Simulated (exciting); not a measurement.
Runs of exciting (release sodium) on InP. It takes space group F-43m (No. 216, cubic). Conventional cell: a = 5.861 Å, b = 5.861 Å, c = 5.861 Å, α = 90.00°, β = 90.00°, γ = 90.00°. Around In (site symmetry -43m) lie 4 P at 2.54 Å. P (site symmetry -43m) is surrounded by 4 In at 2.54 Å. 

```tsv
task	level	potentials or basis	spin	k mesh	smearing	q or response mesh	exchange-correlation kernel	gqmax (local fields)	broadening	lmaxapw (and lmaxmat)	rgkmax	gap on the mesh (eV)
TDDFT spectrum	PBE	all-electron LAPW+lo, shipped species files, valence relativity iora*	off	5 × 5 × 5	gaussian 0.005 eV	6 × 6 × 6	bootstrap	2 1/bohr	0.19048 eV	10	6.3	0.68
band structure	LDA	all-electron LAPW+lo, shipped species files, valence relativity iora*	SOC, no magnetisation	6 × 6 × 6	fermi-dirac 0.05 eV	-	-	-	-	10	7.8	0.44
single point	LDA	all-electron LAPW+lo, shipped species files, valence relativity iora*	off	5 × 5 × 5	gaussian 0.027 eV	-	-	-	-	10	6.8	0.47
phonons	PBEsol	all-electron LAPW+lo, shipped species files, valence relativity zora	off	6 × 6 × 6	gaussian 0.005 eV	1 × 1 × 1	-	-	-	8	6.3	(a)
```

Alike in all rows: cell as given.

Q: Fill in the values left out.

A: (a) 0.59.

Caveats: spin-orbit coupling is left out, which moves the levels of the heavy elements (some runs); spectra need much finer meshes, so this one isn't converged (some runs); the tetrahedron DOS on this energy grid can lose part of the weight of narrow d or f bands (some runs); rgkmax is low for these elements, so energy differences scatter by about 1 meV per atom (some runs); imaginary frequencies would show as zero here, so a zero away from Γ can hide an instability (some runs); the gap is small at this level, which inflates the dielectric constant (some runs); at Γ the modes are those without the macroscopic field, so the longitudinal optical ones aren't split off (some runs).

A k mesh can miss the band edges, and rows without SOC leave out spin-orbit coupling on In.
